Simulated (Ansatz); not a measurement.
# How far is PAW off for TiC?

```xyz
2
Lattice="0.0000 2.3641 2.3641 2.3641 0.0000 2.3641 2.3641 2.3641 0.0000" Properties=species:S:1:pos:R:3 pbc="T T T"
Ti    0.0000    0.0000    0.0000
C     1.1821    1.1821    1.1821
```

Atom numbers follow the list: Ti1, C2.

The structure comes from a relaxation in the same program, started in the zincblende type, and has space group F-43m. Whether it is a known phase or the ground state wasn't checked.

Methods: DFT, PBEsol, PAW with Ansatz's default frozen-core files, scalar-relativistic (Ansatz 0.2.0); DFT, PBEsol, all-electron LAPW, scalar-relativistic (Ansatz 0.2.0).

For PAW: a Γ-centred 15×15×15 k mesh, Fermi–Dirac smearing of 0.05 eV, cutoff 420 eV, no spin polarisation; the PAW files were made with PBE, and the program remakes their frozen cores for this functional. LAPW targets a basis error of 0.25 meV/atom. The Ansatz runs share mesh, smearing and spin set-up. Plane-wave (PAW) pressures include the program's estimate of the Pulay term.

Stress and pressure are positive in compression.

Levels count from the top of the valence band.

```json
{"quantity": "pressure (GPa)", "PAW": "-4.55", "LAPW": "-4.56"}
{"quantity": "band gap (eV)", "PAW": "0.391", "LAPW": "0.390"}
{"quantity": "highest filled level at X (eV)", "PAW": "-0.052", "LAPW": "-0.052"}
{"quantity": "lowest empty level at X (eV)", "PAW": "0.590", "LAPW": "0.589"}
{"quantity": "highest filled level at Γ (eV)", "PAW": "-1.937", "LAPW": "-1.939"}
{"quantity": "lowest empty level at Γ (eV)", "PAW": "2.305", "LAPW": "2.303"}
{"quantity": "highest filled level at K (eV)", "PAW": "-0.498", "LAPW": "-0.498"}
{"quantity": "lowest empty level at K (eV)", "PAW": "0.742", "LAPW": "0.741"}
```
